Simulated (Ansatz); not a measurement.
The system is WC (Qusongite).

```
W C
1.0
     2.90650    0.00000    0.00000
    -1.45325    2.51710    0.00000
     0.00000    0.00000    2.83660
W C
1 1
Direct
  0.00000 0.00000 0.00000
  0.66667 0.33333 0.50000
```

```yaml
Program: Ansatz 0.2.0
Task: relaxation of cell and atoms
Functional: PBE
Potentials_or_basis: all-electron LAPW, scalar-relativistic
Basis_error_allowed: 0.001 eV/atom
k_mesh: 10 × 10 × 9
Occupations: fermi-dirac, width 0.05 eV
Spin: no spin polarisation
```

At the start: volume 10.38 Å³/atom.

Where does the relaxation end?

Over 5 steps the energy falls by 2.7 meV/atom and the volume is 10.53 Å³/atom (+1.5 %); space group P-6m2 (No. 187, to 0.05 Å).

Step by step:
| step | energy change (eV) | largest force (eV/Å) | volume (Å³) |
| --- | --- | --- | --- |
| 1 | 0.0000 | 0.0000 | 20.75 |
| 2 | -0.0010 | 0.0000 | 21.25 |
| 3 | -0.0054 | 0.0000 | 21.07 |
| 4 | -0.0054 | 0.0000 | 21.06 |
| 5 | -0.0054 | 0.0000 | 21.06 |

Final structure:
```cif
data_structure
_symmetry_space_group_name_H-M 'P 1'
_symmetry_Int_Tables_number 1
_cell_length_a 2.9230
_cell_length_b 2.9230
_cell_length_c 2.8459
_cell_angle_alpha 90.000
_cell_angle_beta 90.000
_cell_angle_gamma 120.000
_cell_volume 21.06
loop_
_atom_site_label
_atom_site_type_symbol
_atom_site_fract_x
_atom_site_fract_y
_atom_site_fract_z
_atom_site_occupancy
W1 W 0.00000 0.00000 0.00000 1
C1 C 0.66667 0.33333 0.50000 1
```
